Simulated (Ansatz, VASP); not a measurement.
## Na in VASP and in Ansatz

The input INCAR:

```
SYSTEM = Na
  PREC = Accurate
  ENCUT = 520
  EDIFF = 1E-7
  ISMEAR = -1
  SIGMA = 0.05
  LREAL = .FALSE.
  LASPH = .TRUE.
  NELM = 80
  ALGO = Normal
  ISIF = 2
  LWAVE = .FALSE.
  LCHARG = .FALSE.
  GGA = PE
  NBANDS = 10
```

File KPOINTS:

```
regular mesh
0
G
  9 9 9
  0 0 0
```

Contents of POSCAR:

```
Na
1.0
   -2.1120640205      2.1120640205      2.1120640205
    2.1120640205     -2.1120640205      2.1120640205
    2.1120640205      2.1120640205     -2.1120640205
Na
1
Direct
    0.0000000000      0.0000000000      0.0000000000
```

File input.yaml:

```yaml
crystal:
  lattice:
    - [-2.1120640205, 2.1120640205, 2.1120640205]
    - [2.1120640205, -2.1120640205, 2.1120640205]
    - [2.1120640205, 2.1120640205, -2.1120640205]
  atoms:
    - { symbol: Na, position: [0.0, 0.0, 0.0] }
hamiltonian:
  xc: pbe
  pseudopotentials: { kind: paw }
kpoints:
  mp_grid: { grid: [9, 9, 9] }
scf:
  occupations: { method: fermi_dirac, width: 0.05 }
output:
  forces: true
  stress: true
  eigenvalues: true
```

Change from the starting cell: volume scaled by 0.96.

Alike in both runs: task single point; functional PBE; k mesh 9 × 9 × 9; occupations fermi-dirac, width 0.05 eV; no spin polarisation.

|  | VASP | Ansatz |
| --- | --- | --- |
| version | VASP 6.6.1 | Ansatz 0.2.0 |
| potentials or method | VASP PAW PBE potentials, release 64 (Na_pv) | Ansatz PAW |
| plane-wave cutoff (eV) | 520 | 420 |
| valence electrons in the cell | 7 | 9 |

```tsv
	VASP	Ansatz	Ansatz less VASP
gap on the k mesh at the Fermi level (eV)	none	none	-
pressure (GPa)	-0.2	-0.2	0.00
```

A gap of «none» marks a metal or a gap that the smearing closes. The two sets of potentials don't hold the same shells in valence.
